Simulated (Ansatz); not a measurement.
A relaxation computed with Ansatz, from input to last step.

```yaml
crystal:
  lattice:
    - [20.0, 0.0, 0.0]
    - [0.0, 20.3, 0.0]
    - [0.0, 0.0, 2.9392264225]
  atoms:
    - { symbol: Ti, position: [0.2704565587, 0.2738488263, 0.0] }
    - { symbol: Ti, position: [0.2704565587, 0.5, 0.0] }
    - { symbol: Ti, position: [0.5, 0.2738488263, 0.0] }
    - { symbol: Ti, position: [0.5, 0.5, 0.0] }
    - { symbol: Ti, position: [0.5, 0.7261511737, 0.0] }
    - { symbol: Ti, position: [0.7295434413, 0.5, 0.0] }
    - { symbol: Ti, position: [0.3852282794, 0.3869244132, 0.5] }
    - { symbol: Ti, position: [0.3852282794, 0.6130755868, 0.5] }
    - { symbol: Ti, position: [0.6147717206, 0.3869244132, 0.5] }
    - { symbol: Ti, position: [0.6147717206, 0.6130755868, 0.5] }
    - { symbol: O, position: [0.340331899, 0.3426915261, 0.0] }
    - { symbol: O, position: [0.340331899, 0.5688426998, 0.0] }
    - { symbol: O, position: [0.5698753403, 0.3426915261, 0.0] }
    - { symbol: O, position: [0.5698753403, 0.5688426998, 0.0] }
    - { symbol: O, position: [0.3153529391, 0.2296159393, 0.5] }
    - { symbol: O, position: [0.3153529391, 0.455767113, 0.5] }
    - { symbol: O, position: [0.5448963803, 0.2296159393, 0.5] }
    - { symbol: O, position: [0.5448963803, 0.455767113, 0.5] }
    - { symbol: O, position: [0.5448963803, 0.6819182866, 0.5] }
    - { symbol: O, position: [0.7744398216, 0.455767113, 0.5] }
    - { symbol: O, position: [0.4301246597, 0.4311573002, 0.0] }
    - { symbol: O, position: [0.4301246597, 0.6573084739, 0.0] }
    - { symbol: O, position: [0.659668101, 0.4311573002, 0.0] }
    - { symbol: O, position: [0.659668101, 0.6573084739, 0.0] }
    - { symbol: O, position: [0.2255601784, 0.3180817134, 0.5] }
    - { symbol: O, position: [0.2255601784, 0.544232887, 0.5] }
    - { symbol: O, position: [0.4551036197, 0.3180817134, 0.5] }
    - { symbol: O, position: [0.4551036197, 0.544232887, 0.5] }
    - { symbol: O, position: [0.4551036197, 0.7703840607, 0.5] }
    - { symbol: O, position: [0.6846470609, 0.544232887, 0.5] }
basis:
  ecutwfc: 420
kpoints:
  mp_grid: { grid: [1, 1, 11] }
hamiltonian:
  xc: pbesol
scf:
  occupations: { method: gaussian, width: 0.05 }
output:
  forces: true
  stress: true
  eigenvalues: true
  populations: true
  write_density: true
  write_potential: true
  elf: true
  volumetric_format: npy
relax:
  adjacent_minimum: "off"
  f_tol: 0.02
  max_steps: 45
  cell: { fix: [a, b, alpha, beta, gamma], stress_tol: 0.03 }
```

```bash
ansatz run input.yaml --threads 4 --pin off --max-ram 11264MiB --backend cpu --events-out ev --progress --plain --runs-dir out
```

These are results of DFT PBEsol, scalar-relativistic, plane waves, PAW in Ansatz, not measurements.

Of 11 frames 7 are shown, positions in Å and forces in eV/Å; the SCF threshold varies from step to step. Steps run on the plane waves of an earlier cell, with a Pulay correction in the pressure. The basis is chosen afresh for the last frame, the zero of the energies, and can be on the way; energy and pressure step there, also at an unchanged geometry.

```xyz
30
Lattice="20.0000 0.0000 0.0000 0.0000 20.3000 0.0000 0.0000 0.0000 2.9392" Properties=species:S:1:pos:R:3:forces:R:3 pbc="T T T" step=1 free_energy_over_end_meV_per_atom=144.12 pressure_GPa=-2.14
Ti    5.4091    5.5591    0.0000    1.1720    1.1720    0.0000
Ti    5.4091   10.1500    0.0000   -1.2570    2.9090    0.0000
Ti   10.0000    5.5591    0.0000    2.9100   -1.2580    0.0000
Ti   10.0000   10.1500    0.0000    0.8660    0.8660    0.0000
Ti   10.0000   14.7409    0.0000   -2.6150    0.8230    0.0000
Ti   14.5909   10.1500    0.0000    0.8240   -2.6150    0.0000
Ti    7.7046    7.8546    1.4696   -0.8050   -0.8050    0.0000
Ti    7.7046   12.4454    1.4696    2.4400   -2.1540    0.0000
Ti   12.2954    7.8546    1.4696   -2.1530    2.4390    0.0000
Ti   12.2954   12.4454    1.4696    2.9880    2.9870    0.0000
O     6.8066    6.9566    0.0000    0.5150    0.5150    0.0000
O     6.8066   11.5475    0.0000   -0.1840    1.0710    0.0000
O    11.3975    6.9566    0.0000    1.0720   -0.1840    0.0000
O    11.3975   11.5475    0.0000   -1.9390   -1.9390    0.0000
O     6.3071    4.6612    1.4696   -1.3530    0.2820    0.0000
O     6.3071    9.2521    1.4696   -0.1780   -0.5290    0.0000
O    10.8979    4.6612    1.4696   -2.2340    1.2550    0.0000
O    10.8979    9.2521    1.4696    1.0960   -1.2840    0.0000
O    10.8979   13.8429    1.4696   -0.1040    0.7430    0.0000
O    15.4888    9.2521    1.4696   -1.1040    2.1330    0.0000
O     8.6025    8.7525    0.0000    0.3300    0.3300    0.0000
O     8.6025   13.3434    0.0000   -1.3140   -0.0220    0.0000
O    13.1934    8.7525    0.0000   -0.0230   -1.3150    0.0000
O    13.1934   13.3434    0.0000   -1.5490   -1.5480    0.0000
O     4.5112    6.4571    1.4696    0.2820   -1.3530    0.0000
O     4.5112   11.0479    1.4696    1.2540   -2.2340    0.0000
O     9.1021    6.4571    1.4696   -0.5290   -0.1770    0.0000
O     9.1021   11.0479    1.4696   -1.2840    1.0960    0.0000
O     9.1021   15.6388    1.4696    2.1330   -1.1020    0.0000
O    13.6929   11.0479    1.4696    0.7420   -0.1030    0.0000
30
Lattice="20.0000 0.0000 0.0000 0.0000 20.3000 0.0000 0.0000 0.0000 2.8678" Properties=species:S:1:pos:R:3:forces:R:3 pbc="T T T" step=3 free_energy_over_end_meV_per_atom=9.14 pressure_GPa=0.47
Ti    5.4526    5.6023    0.0000    0.0260    0.0260    0.0000
Ti    5.3565   10.2726    0.0000    0.7560   -0.2530    0.0000
Ti   10.1227    5.5065    0.0000   -0.2530    0.7550    0.0000
Ti   10.0912   10.2411    0.0000   -0.5480   -0.5490    0.0000
Ti    9.8476   14.7913    0.0000   -0.1090   -0.5130    0.0000
Ti   14.6413    9.9977    0.0000   -0.5130   -0.1090    0.0000
Ti    7.7143    7.8643    1.4339    0.1670    0.1660    0.0000
Ti    7.8001   12.3445    1.4339   -1.3860    0.9590    0.0000
Ti   12.1946    7.9501    1.4339    0.9580   -1.3860    0.0000
Ti   12.4411   12.5911    1.4339   -0.6270   -0.6280    0.0000
O     6.8416    6.9915    0.0000   -0.1790   -0.1780    0.0000
O     6.6108   11.7575    0.0000    0.4580    0.1830    0.0000
O    11.6075    6.7608    0.0000    0.1830    0.4590    0.0000
O    11.3435   11.4936    0.0000    0.2960    0.2960    0.0000
O     6.0928    4.5511    1.4339    0.0390   -0.0250    0.0000
O     6.2665    9.2008    1.4339   -0.1400    0.4460    0.0000
O    10.6291    4.5224    1.4339   -0.0300   -0.4820    0.0000
O    10.9980    9.1937    1.4339   -0.5310    0.5600    0.0000
O    10.9454   13.9347    1.4339   -0.1950   -0.0870    0.0000
O    15.6486    9.4956    1.4339    0.2140    0.1550    0.0000
O     8.6800    8.8300    0.0000   -0.0250   -0.0250    0.0000
O     8.3510   13.5317    0.0000    0.0980   -0.1290    0.0000
O    13.3816    8.5011    0.0000   -0.1290    0.0980    0.0000
O    13.1710   13.3211    0.0000    0.9050    0.9050    0.0000
O     4.4013    6.2423    1.4339   -0.0250    0.0390    0.0000
O     4.3723   10.7791    1.4339   -0.4830   -0.0290    0.0000
O     9.0509    6.4166    1.4339    0.4450   -0.1390    0.0000
O     9.0437   11.1480    1.4339    0.5590   -0.5310    0.0000
O     9.3454   15.7987    1.4339    0.1550    0.2140    0.0000
O    13.7846   11.0955    1.4339   -0.0870   -0.1950    0.0000
30
Lattice="20.0000 0.0000 0.0000 0.0000 20.3000 0.0000 0.0000 0.0000 2.8898" Properties=species:S:1:pos:R:3:forces:R:3 pbc="T T T" step=4 free_energy_over_end_meV_per_atom=6.17 pressure_GPa=0.08
Ti    5.4955    5.6455    0.0000   -0.3000   -0.2990    0.0000
Ti    5.4527   10.3021    0.0000   -0.6810    0.1890    0.0000
Ti   10.1521    5.6026    0.0000    0.1880   -0.6790    0.0000
Ti   10.0463   10.1961    0.0000    0.5950    0.5970    0.0000
Ti    9.8159   14.6818    0.0000    0.4110    0.5870    0.0000
Ti   14.5319    9.9661    0.0000    0.5860    0.4120    0.0000
Ti    7.7563    7.9061    1.4449   -0.1920   -0.1890    0.0000
Ti    7.6914   12.4210    1.4449    0.7520   -0.2200    0.0000
Ti   12.2712    7.8413    1.4449   -0.2200    0.7530    0.0000
Ti   12.4058   12.5558    1.4449    0.0500    0.0520    0.0000
O     6.8681    7.0182    0.0000    0.3360    0.3350    0.0000
O     6.5283   11.9397    0.0000   -0.5700   -0.8080    0.0000
O    11.7896    6.6784    0.0000   -0.8080   -0.5710    0.0000
O    11.3091   11.4591    0.0000    0.0240    0.0240    0.0000
O     6.1371    4.5994    1.4449    0.0450    0.0470    0.0000
O     6.3845    9.3220    1.4449    0.5340   -0.1300    0.0000
O    10.4810    4.5273    1.4449    0.1340    0.0200    0.0000
O    11.0114    9.1182    1.4449    0.1430   -0.2190    0.0000
O    10.8608   13.7944    1.4449   -0.1220   -0.2610    0.0000
O    15.6104    9.6266    1.4449   -0.0530   -0.1270    0.0000
O     8.6922    8.8421    0.0000   -0.5040   -0.5040    0.0000
O     8.2450   13.5797    0.0000    0.2090    0.1420    0.0000
O    13.4298    8.3952    0.0000    0.1420    0.2080    0.0000
O    13.1732   13.3234    0.0000   -0.0330   -0.0330    0.0000
O     4.4493    6.2869    1.4449    0.0470    0.0450    0.0000
O     4.3774   10.6313    1.4449    0.0210    0.1340    0.0000
O     9.1720    6.5345    1.4449   -0.1280    0.5310    0.0000
O     8.9682   11.1613    1.4449   -0.2180    0.1420    0.0000
O     9.4761   15.7602    1.4449   -0.1260   -0.0530    0.0000
O    13.6445   11.0110    1.4449   -0.2600   -0.1230    0.0000
30
Lattice="20.0000 0.0000 0.0000 0.0000 20.3000 0.0000 0.0000 0.0000 2.8807" Properties=species:S:1:pos:R:3:forces:R:3 pbc="T T T" step=6 free_energy_over_end_meV_per_atom=-0.75 pressure_GPa=-0.05
Ti    5.4741    5.6235    0.0000    0.0000    0.0010    0.0000
Ti    5.3888   10.2782    0.0000    0.0190   -0.0200    0.0000
Ti   10.1280    5.5389    0.0000   -0.0210    0.0180    0.0000
Ti   10.0746   10.2246    0.0000   -0.0670   -0.0670    0.0000
Ti    9.8475   14.7280    0.0000   -0.0340   -0.0360    0.0000
Ti   14.5781    9.9974    0.0000   -0.0360   -0.0340    0.0000
Ti    7.7435    7.8936    1.4404    0.0120    0.0110    0.0000
Ti    7.7310   12.3919    1.4404   -0.0390   -0.0180    0.0000
Ti   12.2419    7.8810    1.4404   -0.0180   -0.0400    0.0000
Ti   12.4323   12.5822    1.4404   -0.0870   -0.0870    0.0000
O     6.8594    7.0101    0.0000   -0.0020   -0.0030    0.0000
O     6.5627   11.8303    0.0000    0.0360    0.0320    0.0000
O    11.6801    6.7128    0.0000    0.0320    0.0360    0.0000
O    11.3319   11.4822    0.0000    0.1380    0.1370    0.0000
O     6.1266    4.5817    1.4404   -0.0060    0.0090    0.0000
O     6.3618    9.3036    1.4404    0.0080   -0.0020    0.0000
O    10.5144    4.4834    1.4404   -0.0070   -0.0070    0.0000
O    11.0091    9.1505    1.4404   -0.0320    0.0550    0.0000
O    10.8664   13.8011    1.4404    0.0340    0.0080    0.0000
O    15.6419    9.6201    1.4404    0.0060    0.0220    0.0000
O     8.6820    8.8318    0.0000   -0.0250   -0.0240    0.0000
O     8.2945   13.5643    0.0000    0.0270    0.0070    0.0000
O    13.4143    8.4444    0.0000    0.0070    0.0270    0.0000
O    13.2028   13.3528    0.0000   -0.0250   -0.0250    0.0000
O     4.4316    6.2750    1.4404    0.0090   -0.0070    0.0000
O     4.3333   10.6647    1.4404   -0.0070   -0.0070    0.0000
O     9.1533    6.5119    1.4404   -0.0040    0.0080    0.0000
O     9.0005   11.1590    1.4404    0.0540   -0.0320    0.0000
O     9.4700   15.7919    1.4404    0.0210    0.0060    0.0000
O    13.6510   11.0164    1.4404    0.0080    0.0350    0.0000
30
Lattice="20.0000 0.0000 0.0000 0.0000 20.3000 0.0000 0.0000 0.0000 2.8794" Properties=species:S:1:pos:R:3:forces:R:3 pbc="T T T" step=8 free_energy_over_end_meV_per_atom=-0.84 pressure_GPa=0.03
Ti    5.4726    5.6233    0.0000    0.0010    0.0010    0.0000
Ti    5.3919   10.2758    0.0000   -0.0060    0.0000    0.0000
Ti   10.1267    5.5428    0.0000   -0.0010   -0.0040    0.0000
Ti   10.0733   10.2230    0.0000   -0.0060   -0.0040    0.0000
Ti    9.8491   14.7266    0.0000    0.0090   -0.0020    0.0000
Ti   14.5775    9.9997    0.0000   -0.0010    0.0060    0.0000
Ti    7.7428    7.8929    1.4397    0.0030    0.0010    0.0000
Ti    7.7340   12.3896    1.4397   -0.0010    0.0060    0.0000
Ti   12.2402    7.8840    1.4397    0.0030   -0.0040    0.0000
Ti   12.4244   12.5742    1.4397    0.0090    0.0130    0.0000
O     6.8597    7.0086    0.0000   -0.0080   -0.0090    0.0000
O     6.5676   11.8282    0.0000   -0.0040    0.0040    0.0000
O    11.6801    6.7169    0.0000    0.0060   -0.0020    0.0000
O    11.3345   11.4848    0.0000   -0.0090   -0.0180    0.0000
O     6.1240    4.5810    1.4397    0.0010   -0.0010    0.0000
O     6.3632    9.3015    1.4397    0.0030    0.0070    0.0000
O    10.5105    4.4855    1.4397   -0.0020    0.0000    0.0000
O    11.0058    9.1545    1.4397   -0.0040    0.0120    0.0000
O    10.8672   13.8009    1.4397   -0.0180    0.0150    0.0000
O    15.6434    9.6254    1.4397    0.0070    0.0000    0.0000
O     8.6802    8.8308    0.0000    0.0010    0.0080    0.0000
O     8.2983   13.5614    0.0000   -0.0060   -0.0040    0.0000
O    13.4115    8.4493    0.0000   -0.0020   -0.0040    0.0000
O    13.1948   13.3455    0.0000    0.0050    0.0050    0.0000
O     4.4310    6.2761    1.4397   -0.0010    0.0010    0.0000
O     4.3351   10.6613    1.4397    0.0000   -0.0020    0.0000
O     9.1540    6.5160    1.4397    0.0040   -0.0040    0.0000
O     9.0058   11.1567    1.4397    0.0070   -0.0100    0.0000
O     9.4755   15.7928    1.4397    0.0000    0.0070    0.0000
O    13.6525   11.0183    1.4397    0.0100   -0.0190    0.0000
30
Lattice="20.0000 0.0000 0.0000 0.0000 20.3000 0.0000 0.0000 0.0000 2.8794" Properties=species:S:1:pos:R:3:forces:R:3 pbc="T T T" step=9 free_energy_over_end_meV_per_atom=0.02 pressure_GPa=-0.01
Ti    5.4726    5.6233    0.0000    0.0010    0.0010    0.0000
Ti    5.3919   10.2758    0.0000   -0.0060    0.0010    0.0000
Ti   10.1267    5.5428    0.0000   -0.0010   -0.0040    0.0000
Ti   10.0733   10.2230    0.0000   -0.0060   -0.0040    0.0000
Ti    9.8491   14.7266    0.0000    0.0080   -0.0010    0.0000
Ti   14.5775    9.9997    0.0000    0.0000    0.0060    0.0000
Ti    7.7428    7.8929    1.4397    0.0030    0.0000    0.0000
Ti    7.7340   12.3896    1.4397   -0.0010    0.0060    0.0000
Ti   12.2402    7.8840    1.4397    0.0030   -0.0030    0.0000
Ti   12.4244   12.5742    1.4397    0.0100    0.0130    0.0000
O     6.8597    7.0086    0.0000   -0.0080   -0.0090    0.0000
O     6.5676   11.8282    0.0000   -0.0040    0.0040    0.0000
O    11.6801    6.7169    0.0000    0.0060   -0.0020    0.0000
O    11.3345   11.4848    0.0000   -0.0090   -0.0180    0.0000
O     6.1240    4.5810    1.4397    0.0010   -0.0010    0.0000
O     6.3632    9.3015    1.4397    0.0030    0.0070    0.0000
O    10.5105    4.4855    1.4397   -0.0020    0.0010    0.0000
O    11.0058    9.1545    1.4397   -0.0040    0.0120    0.0000
O    10.8672   13.8009    1.4397   -0.0190    0.0150    0.0000
O    15.6434    9.6254    1.4397    0.0060    0.0010    0.0000
O     8.6802    8.8308    0.0000    0.0010    0.0080    0.0000
O     8.2983   13.5614    0.0000   -0.0060   -0.0040    0.0000
O    13.4115    8.4493    0.0000   -0.0020   -0.0040    0.0000
O    13.1948   13.3455    0.0000    0.0050    0.0050    0.0000
O     4.4310    6.2761    1.4397   -0.0010    0.0010    0.0000
O     4.3351   10.6613    1.4397    0.0010   -0.0020    0.0000
O     9.1540    6.5160    1.4397    0.0040   -0.0040    0.0000
O     9.0058   11.1567    1.4397    0.0070   -0.0100    0.0000
O     9.4755   15.7928    1.4397    0.0000    0.0070    0.0000
O    13.6525   11.0183    1.4397    0.0100   -0.0190    0.0000
30
Lattice="20.0000 0.0000 0.0000 0.0000 20.3000 0.0000 0.0000 0.0000 2.8772" Properties=species:S:1:pos:R:3:forces:R:3 pbc="T T T" step=11 free_energy_over_end_meV_per_atom=0.00 pressure_GPa=0.00
Ti    5.4699    5.6224    0.0000   -0.0020   -0.0030    0.0000
Ti    5.3915   10.2761    0.0000   -0.0010   -0.0010    0.0000
Ti   10.1279    5.5423    0.0000   -0.0020    0.0000    0.0000
Ti   10.0725   10.2217    0.0000    0.0070    0.0090    0.0000
Ti    9.8487   14.7291    0.0000    0.0070   -0.0030    0.0000
Ti   14.5800    9.9998    0.0000   -0.0030    0.0070    0.0000
Ti    7.7420    7.8917    1.4386    0.0010    0.0010    0.0000
Ti    7.7337   12.3907    1.4386    0.0100   -0.0030    0.0000
Ti   12.2421    7.8834    1.4386   -0.0030    0.0100    0.0000
Ti   12.4243   12.5745    1.4386   -0.0030   -0.0050    0.0000
O     6.8585    7.0062    0.0000    0.0030    0.0040    0.0000
O     6.5664   11.8298    0.0000   -0.0050    0.0020    0.0000
O    11.6829    6.7153    0.0000    0.0010   -0.0040    0.0000
O    11.3345   11.4833    0.0000    0.0000    0.0000    0.0000
O     6.1204    4.5789    1.4386   -0.0010    0.0000    0.0000
O     6.3634    9.3018    1.4386   -0.0010    0.0030    0.0000
O    10.5104    4.4838    1.4386   -0.0010    0.0000    0.0000
O    11.0062    9.1536    1.4386    0.0030   -0.0030    0.0000
O    10.8661   13.8026    1.4386   -0.0020    0.0040    0.0000
O    15.6476    9.6272    1.4386    0.0020    0.0000    0.0000
O     8.6792    8.8307    0.0000   -0.0040   -0.0050    0.0000
O     8.2974   13.5633    0.0000   -0.0050   -0.0030    0.0000
O    13.4139    8.4488    0.0000   -0.0030   -0.0050    0.0000
O    13.1954   13.3466    0.0000    0.0000    0.0000    0.0000
O     4.4284    6.2764    1.4386    0.0000    0.0000    0.0000
O     4.3335   10.6604    1.4386    0.0000   -0.0010    0.0000
O     9.1550    6.5159    1.4386    0.0030   -0.0040    0.0000
O     9.0053   11.1565    1.4386   -0.0040    0.0010    0.0000
O     9.4764   15.7968    1.4386   -0.0010    0.0020    0.0000
O    13.6538   11.0176    1.4386    0.0040   -0.0020    0.0000
```

Time: 14 min on 4 threads of Arm Neoverse V2, with other jobs on the host, peak memory 3.6 GiB.

Spin polarisation was left out, and a magnetic state may lie lower.